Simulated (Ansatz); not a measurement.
# Ta under changes of volume

One of the cells (18.010 Å³/atom); the others are scaled copies at fixed shape and fractional positions:

```xyz
1
Lattice="-1.6513 1.6513 1.6513 1.6513 -1.6513 1.6513 1.6513 1.6513 -1.6513" Properties=species:S:1:pos:R:3 pbc="T T T"
Ta    0.0000    0.0000    0.0000
```

```yaml
Program: Ansatz 0.2.0
Functional: PBE
Potentials_or_basis: PseudoDojo standard (PBE files)
Cutoff: 789 eV
Density_cutoff: 3157 eV
k_mesh: 11 × 11 × 11
Occupations: fermi-dirac, width 0.05 eV
Spin: no spin polarisation
```

| volume (Å³/atom) | energy over the lowest point (meV/atom) | pressure (GPa) |
| --- | --- | --- |
| 16.930 | ? | ? |
| 17.290 | 31.03 | 11.7 |
| 17.650 | 10.65 | 6.9 |
| 18.010 | 0.70 | 2.5 |
| 18.371 | 0.00 | -1.3 |
| 18.731 | 7.55 | -4.9 |
| 19.091 | 22.54 | -8.1 |

Problem. What does the run at 16.930 Å³/atom give?

Solution. Energy over the lowest point 63.14 meV/atom; pressure 17.1 GPa.

Worked out: A Birch-Murnaghan fit of order 3 (a polynomial in V^(-2/3)) to the other rows has its minimum at 18.22 Å³/atom with B0 = V·E''(V) = 195 GPa and B' = 4.7. It gives 63.02 meV/atom at 16.930 Å³/atom, against the run's 63.14, and -dE/dV = 17.0 GPa, against 17.1.

Energies are extrapolated to zero smearing.
